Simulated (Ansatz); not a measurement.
Set up this calculation in Ansatz 0.2.0, as the native input.

```
Task                : single point
Functional          : PBE
Potentials or basis : Ansatz PAW
Cutoff              : 420 eV (not typed: the program's choice for these potentials)
k mesh              : 10 × 10 × 5
Occupations         : gaussian, width 0.025 eV
Spin                : no spin polarisation
```

Crystal: CuO (Tenorite).

```xyz
4
Lattice="2.3418 -1.7113 0.0000 2.3418 1.7113 0.0000 -0.8500 0.0000 5.0579" Properties=species:S:1:pos:R:3 pbc="T T T"
Cu    0.7459   -0.8557    2.5289
Cu    1.1709    0.8557    0.0000
O     1.7043    0.2793    3.7934
O     2.1293   -0.2793    1.2645
```

The input as run:

input.yaml

```yaml
crystal:
  lattice:
    - [2.34185, -1.7113, 0.0]
    - [2.34185, 1.7113, 0.0]
    - [-0.8500274268, 0.0, 5.0578693947]
  atoms:
    - { symbol: Cu, position: [0.5, 0.0, 0.5] }
    - { symbol: Cu, position: [0.0, 0.5, 0.0] }
    - { symbol: O, position: [0.4184, 0.5816, 0.75] }
    - { symbol: O, position: [0.5816, 0.4184, 0.25] }
hamiltonian:
  xc: pbe
  pseudopotentials: { kind: paw }
kpoints:
  mp_grid: { grid: [10, 10, 5] }
scf:
  occupations: { method: gaussian, width: 0.025 }
output:
  forces: true
  stress: true
  eigenvalues: true
```

Potentials or basis: Ansatz PAW.

Command:

```bash
$ ansatz run input.yaml --threads 2 --pin off --max-ram 5632MiB --backend cpu --events-out ev --progress --plain --runs-dir out
```

Results of the run:

- Pressure: 5.7 GPa
- Largest force: 0.262 eV/Å
- Band gap on the k mesh: none (metal or under the smearing width)

Caveat: the pressure holds a Pulay correction of +0.7 GPa for the finite cutoff; the run has no spin polarisation, though such a crystal can be magnetic; semilocal functionals often make such compounds metallic where correlation or magnetic order opens a gap, which also shifts bond lengths.

It took 8.6 s on 2 threads of Intel(R) Xeon(R) Processor @ 2.50GHz (Skylake/Cascade Lake), with other jobs on the host, peak memory 0.44 GiB.
